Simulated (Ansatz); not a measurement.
# CaO (Lime): the cost of one run

Program: the Python package of Ansatz 0.2.0. The levels of theory stand in the script. These are calculated values, not measurements.

**1. Starting point**

The structure is cubic, space group Fm-3m (No. 225). The conventional cell has a = 4.813 Å, b = 4.813 Å, c = 4.813 Å, α = 90.00°, β = 90.00°, γ = 90.00°. Around Ca (site symmetry m-3m) lie 6 O at 2.41 Å. Around O (site symmetry m-3m) lie 6 Ca at 2.41 Å.

The script holds or builds the structure itself.

**2. Script**

Input file ddh_cao.py:

```python
# -*- coding: utf-8 -*-
"""Dielectric-dependent hybrid for CaO."""

from dataclasses import dataclass
import warnings

import ansatz as az
import numpy as np


@dataclass(frozen=True)
class Settings:
    cutoff: int = 320
    max_iterations: int = 100
    filling: str = "fixed"


opts = Settings()


def count_gap(report):
    # lowest empty less highest filled band, counting bands; zero where they overlap
    return max(report.get("gap_by_band_count_ev") or 0.0, 0.0)

warnings.simplefilter("ignore", az.DeckWarning)

crystal = (
    az.Lattice.fcc(4.813)
    .space_group(225)
    .atom("Ca", (0.0, 0.0, 0.0))
    .atom("O", (0.5, 0.0, 0.0))
    .primitive()
)

base = crystal.calculation()
base = base.basis(opts.cutoff, xc_grid=3).kpoints(3, center="gamma")
base = base.scf(max_iterations=opts.max_iterations, lower_state_search="light").occupations(opts.filling)
base = base.band_table()
semilocal = base.functional("pbesol").run(threads=1, backend="cpu").report
hybrid = base.functional(exchange="pbesol", correlation="pbesol", exact_fraction="inverse_dielectric").run(threads=1, backend="cpu").report
alpha = hybrid["hybrid"]["exact_exchange_fraction"]
print(f"fraction of exact exchange {alpha:.4f}, so eps_inf = {1 / alpha:.2f}")
print(f"gap by band count: {count_gap(semilocal):.3f} eV semilocal, {count_gap(hybrid):.3f} eV hybrid")
```

**3. Launch**

Run with:

```
$ python ddh_cao.py
```

What time and memory should one allow on 1 thread of Arm Neoverse V1, shared host?

About 22 s, with a peak of 0.51 GiB.
